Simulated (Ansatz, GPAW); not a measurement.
**CuI: programs and potentials compared**

```xyz
2
Lattice="0.0000 3.0315 3.0315 3.0315 0.0000 3.0315 3.0315 3.0315 0.0000" Properties=species:S:1:pos:R:3 pbc="T T T"
I     0.0000    0.0000    0.0000
Cu    4.5473    4.5473    4.5473
```

Alike in all runs: task band structure; functional RPBE; k mesh 8 × 8 × 8; occupations fermi-dirac, width 0.05 eV; no spin polarisation; no spin-orbit coupling. Pressure is positive in compression and, in plane waves, holds the error of the finite cutoff, which Ansatz's Pulay term estimates and takes out. Gaps are the smaller of the mesh's and the band path's.

```
                                                    program and potentials  plane-wave cutoff (eV)                                                                                                                            notes  band gap (eV)  pressure (GPa)
                                                        Ansatz, Ansatz PAW                     420  potentials made for PBE, which Ansatz adapts in part; 18 valence electrons an atom on average; Pulay term of +0.05 GPa included           1.26            2.36
                            Ansatz, all-electron LAPW, scalar-relativistic                       -                                                                                                                                -           1.26            2.37
GPAW, the program's PAW data sets (release 1.2.1) made for this functional                     600                                                                                           9 valence electrons an atom on average           1.28            3.01
```

The band gap spans 1.26 (Ansatz, Ansatz PAW) to 1.28 eV (GPAW, the program's PAW data sets (release 1.2.1) made for this functional), with all-electron results at 1.26. The pressure spans 2.36 (Ansatz, Ansatz PAW) to 3.01 GPa (GPAW, the program's PAW data sets (release 1.2.1) made for this functional), with all-electron results at 2.37. Some sets were made for another functional than the one run, which can shift their rows. Spin-orbit coupling, left out here, moves the band edges of heavy atoms.

The functional is the same throughout but for its coding, so the spread measures potentials, basis and numerics; runs on potential files found faulty are left out.
